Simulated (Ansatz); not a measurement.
# Ansatz 0.2.0, vacancy hop by nudged elastic band: Si

input.yaml:

```yaml
crystal:
  lattice:
    - [0.0, 5.508698, 5.508698]
    - [5.508698, 0.0, 5.508698]
    - [5.508698, 5.508698, 0.0]
  atoms:
    - { symbol: Si, position: [-0.0022938, 0.00206525, -8.368e-05] }
    - { symbol: Si, position: [0.13312935, 0.1218322, 0.12511024] }
    - { symbol: Si, position: [0.00166274, -0.00216447, 0.49959933] }
    - { symbol: Si, position: [0.12821096, 0.12610917, 0.62428067] }
    - { symbol: Si, position: [0.12901062, 0.62150867, 0.12707318] }
    - { symbol: Si, position: [0.00306592, 0.50032224, 0.49929996] }
    - { symbol: Si, position: [0.12611768, 0.62157319, 0.62503068] }
    - { symbol: Si, position: [0.50424527, 0.00131479, -0.00394406] }
    - { symbol: Si, position: [0.62090592, 0.12347545, 0.12789784] }
    - { symbol: Si, position: [0.50167494, -0.00152663, 0.5045149] }
    - { symbol: Si, position: [0.62530518, 0.12918047, 0.61932477] }
    - { symbol: Si, position: [0.50407726, 0.49899267, -0.00517149] }
    - { symbol: Si, position: [0.62150534, 0.62595709, 0.12679857] }
    - { symbol: Si, position: [0.50002045, 0.50036431, 0.49953154] }
    - { symbol: Si, position: [0.62281699, 0.62883194, 0.61976393] }
kpoints:
  mp_grid: { grid: [2, 2, 2] }
magnetization:
  spin_polarized: false
scf:
  occupations: { method: cold, width: 0.15 }
hamiltonian:
  pseudopotentials: { kind: paw }
  xc: pbe
basis:
  ecutwfc: 420
neb:
  images: 3
  relax_end_points: true
  climbing: true
  f_tol: 0.1
  max_iterations: 40
  order_check: false
  final_atoms:
    - { symbol: Si, position: [-0.0022938, 0.00206525, -8.368e-05] }
    - { symbol: Si, position: [0.00400363, 0.49780351, 0.00032478] }
    - { symbol: Si, position: [0.00166274, -0.00216447, 0.49959933] }
    - { symbol: Si, position: [0.12821096, 0.12610917, 0.62428067] }
    - { symbol: Si, position: [0.12901062, 0.62150867, 0.12707318] }
    - { symbol: Si, position: [0.00306592, 0.50032224, 0.49929996] }
    - { symbol: Si, position: [0.12611768, 0.62157319, 0.62503068] }
    - { symbol: Si, position: [0.50424527, 0.00131479, -0.00394406] }
    - { symbol: Si, position: [0.62090592, 0.12347545, 0.12789784] }
    - { symbol: Si, position: [0.50167494, -0.00152663, 0.5045149] }
    - { symbol: Si, position: [0.62530518, 0.12918047, 0.61932477] }
    - { symbol: Si, position: [0.50407726, 0.49899267, -0.00517149] }
    - { symbol: Si, position: [0.62150534, 0.62595709, 0.12679857] }
    - { symbol: Si, position: [0.50002045, 0.50036431, 0.49953154] }
    - { symbol: Si, position: [0.62281699, 0.62883194, 0.61976393] }
```

Run with:

```bash
ansatz run input.yaml --threads 4 --pin off --max-ram 8192MiB --backend cpu --events-out ev --progress --plain --runs-dir out
```

Origin of the cell: a database entry, scaled a little.

The cell is 2×2×2 cells of Si with one Si taken out; atom 2 (Si) hops into the empty site, 2.39 Å away before the end points are relaxed. All atoms were shaken by about 0.02 Å first.

Output (shortened):

```
Warning: neb: disabling space-group detection — the band's intermediate images generally break the endpoint symmetry, so no spatial operation reduces the k-mesh or symmetrises the density, ex […]
Pseudopotentials: kind: paw
Pseudopotential: Si, paw, valence charge 4, recommended cutoff 420 eV (normal), Si.paw.azcp
Functional definition: PBE
  exchange = pbe_x(kappa = kappa, mu = beta*pi^2/3)
  correlation = pbe_c(beta = beta)
parallel-image band execution: 3 concurrent image workers
NEB image 0
Crystal: 15 atoms, lattice volume = 334.331 Å³
Basis set: ecut = 420 eV, 6423 PW (Γ), exchange–correlation on 108×108×108 points (8 copies of the dense FFT grid, shifted against one another)
Bands: 45, of which v1, the nominal top of the filled ones, is band 30 counted from 1 (29 counted from 0)
Symmetry: 1 space group operations
[… 3 lines left out …]
Initial density: superposition of atomic densities (neutral atoms: chi_scale 0, normalization atom), corrected by the library's trained network
Functional: x = pbe(κ = 0.804, μ = 0.219515), c = pbe(β = 0.066725)
SCF iter   1: F=—  HF=-9533.279319 eV  Δρ=1.90e-3  dr2=4.62e-2
SCF iter   2: F=—  HF=-9533.271880 eV  S|Δr|=    0.00e0  Δρ=1.02e-3  dr2=9.91e-3
SCF iter   3: F=—  HF=-9533.270203 eV  S|Δr|=    0.00e0  Δρ=2.57e-4  dr2=3.51e-4
SCF iter   4: F=—  HF=-9533.270315 eV  S|Δr|=    0.00e0  Δρ=7.84e-5  dr2=4.18e-5
SCF iter   5: F=—  HF=-9533.270335 eV  S|Δr|=    0.00e0  Δρ=2.20e-5  dr2=3.58e-6
SCF iter   6: F=—  HF=-9533.270336 eV  S|Δr|=    0.00e0  Δρ=7.31e-6  dr2=4.62e-7
SCF iter   7: F=-9533.270336 eV  HF=-9533.270336 eV  S|Δr|=    0.00e0  Δρ=2.14e-6  dr2=3.45e-8
NEB iter   1: max|band force component| = 5.307e-1 eV/Å  barrier→ = 1.0852 eV  barrier← = 1.0853 eV  Δτ_max = 0.0864 Å  (40 SCF iters)
NEB iter   2: max|band force component| = 1.401e-1 eV/Å  barrier→ = 1.0339 eV  barrier← = 1.0340 eV  CI = image 2  Δτ_max = 0.0235 Å  (21 SCF iters)
NEB iter   3: max|band force component| = 4.011e-2 eV/Å  barrier→ = 1.0186 eV  barrier← = 1.0186 eV  CI = image 2  Δτ_max = 0.0000 Å  (18 SCF iters)
--- NEB band (5 images, 3 band iterations, 79 SCF iterations, 33 more in tests of the images' electronic states and relaxations of end points) ---
  forward barrier  = 1.018561 eV
  backward barrier = 1.018591 eV
  lagrangian_above_aufbau_ev (what the smearing adds, to first order; not taken off the barriers): saddle image -0.021580 eV, end points -0.027998 and -0.028519 eV
  climbing image's point = of an order that was not read
  energies are F+E_penalty+E_count in eV, relative to image 0
  image     s (Å)  Δ vs image 0  max|band force component| (eV/Å)
      0    0.0000      0.000000                                 —
      1    0.6324      0.258805                          3.903e-2
  *   2    1.2648      1.018561                          4.011e-2
      3    1.8971      0.258637                          3.958e-2
      4    2.5295     -0.000030                                 —
```

The converged band:

```json
{"image": "0", "path over all atoms (Å)": "0.00", "ΔF (eV)": "0.000", "Si x": "1.37", "y": "1.39", "z (Å)": "1.38"}
{"image": "1", "path over all atoms (Å)": "0.63", "ΔF (eV)": "0.259", "Si x": "1.71", "y": "1.04", "z (Å)": "1.73"}
{"image": "2", "path over all atoms (Å)": "1.26", "ΔF (eV)": "1.019", "Si x": "2.06", "y": "0.69", "z (Å)": "2.07"}
{"image": "3", "path over all atoms (Å)": "1.90", "ΔF (eV)": "0.259", "Si x": "2.41", "y": "0.34", "z (Å)": "2.42"}
{"image": "4", "path over all atoms (Å)": "2.53", "ΔF (eV)": "0.000", "Si x": "2.76", "y": "0.00", "z (Å)": "2.77"}
```

Relaxed start, forces in eV/Å:

```xyz
15
Lattice="0.000 5.509 5.509 5.509 0.000 5.509 5.509 5.509 0.000" Properties=species:S:1:pos:R:3:forces:R:3 pbc="T T T" image=0
Si   -0.005    0.000    0.007    0.000   -0.007   -0.002
Si    1.366    1.388    1.378   -0.002    0.001   -0.002
Si    2.754    2.758    0.007    0.005    0.001    0.000
Si    4.126    4.136    1.384   -0.001    0.000   -0.003
Si    4.134    1.388    4.143    0.000    0.001    0.004
Si    5.504    2.759    2.756    0.001    0.000   -0.002
Si    6.878    4.130    4.142   -0.005   -0.004    0.001
Si   -0.005    2.756    2.768    0.001    0.001    0.000
Si    1.373    4.136    4.138   -0.003    0.001    0.001
Si    2.748    5.512    2.760    0.002   -0.001    0.002
Si    4.125    6.887    4.138    0.000    0.002    0.002
Si    2.744    2.756    5.515   -0.001    0.001    0.000
Si    4.134    4.125    6.885    0.001    0.001   -0.002
Si    5.504    5.515    5.515    0.000    0.003    0.000
Si    6.880    6.888    6.892    0.002    0.000    0.000
```

Highest image (2), forces in eV/Å:

```xyz
15
Lattice="0.000 5.509 5.509 5.509 0.000 5.509 5.509 5.509 0.000" Properties=species:S:1:pos:R:3:forces:R:3 pbc="T T T" image=2
Si    0.025   -0.012    0.035    0.014    0.023    0.013
Si    2.060    0.691    2.073   -0.002    0.000    0.003
Si    2.764    2.728    0.035   -0.022   -0.012    0.011
Si    4.131    4.130    1.385    0.000   -0.001   -0.039
Si    4.097    1.394    4.107   -0.014   -0.023   -0.014
Si    5.500    2.761    2.758   -0.002    0.001    0.040
Si    6.867    4.165    4.106    0.024    0.015   -0.016
Si    0.026    2.726    2.775    0.016   -0.016   -0.024
Si    1.375    4.130    4.142   -0.040    0.000    0.001
Si    2.751    5.510    2.761    0.013   -0.012    0.012
Si    4.131    6.886    4.141    0.001    0.039    0.002
Si    2.747    2.761    5.511    0.039    0.002    0.000
Si    4.098    4.163    6.877   -0.012    0.013    0.022
Si    5.500    5.513    5.511   -0.002   -0.039    0.000
Si    6.880    6.889    6.891   -0.013    0.012   -0.013
```

Relaxed end, forces in eV/Å:

```xyz
15
Lattice="0.000 5.509 5.509 5.509 0.000 5.509 5.509 5.509 0.000" Properties=species:S:1:pos:R:3:forces:R:3 pbc="T T T" image=4
Si   -0.011   -0.005   -0.001    0.002    0.000   -0.001
Si    2.757   -0.005    2.766    0.000   -0.001   -0.002
Si    2.756    2.762   -0.002    0.002    0.000    0.002
Si    4.127    4.133    1.387    0.000    0.000   -0.002
Si    4.127    1.384    4.137    0.000   -0.001    0.000
Si    5.505    2.755    2.759    0.000   -0.001    0.000
Si    6.877    4.133    4.136    0.001    0.000    0.000
Si   -0.012    2.764    2.768    0.000   -0.001   -0.003
Si    1.378    4.134    4.137   -0.001    0.001    0.001
Si    2.749    5.511    2.758    0.000   -0.001    0.002
Si    4.127    6.882    4.137   -0.001    0.001    0.000
Si    2.749    2.755    5.515    0.000    0.002    0.000
Si    4.127    4.133    6.886    0.000    0.000    0.002
Si    5.505    5.511    5.514   -0.002    0.000    0.000
Si    6.881    6.888    6.891    0.000    0.000   -0.001
```

Barrier of this path: 1.02 eV forwards, 1.02 eV backwards, after 3 band iterations.

Caveats: the k mesh is coarse if the cell is a metal; a small cell with a neutral vacancy and no spin, whose shape can make like sites unlike; the cell is held at a rescaled volume, and strain moves barriers; the hop was drawn among near neighbours and need not be the easiest path; few images and a loose tolerance, and neither the top nor the ends were tested for their order.

Time: 39 s on 4 threads of Arm Neoverse V1, on a shared host, peak memory 1.1 GiB, from the program's own first density.
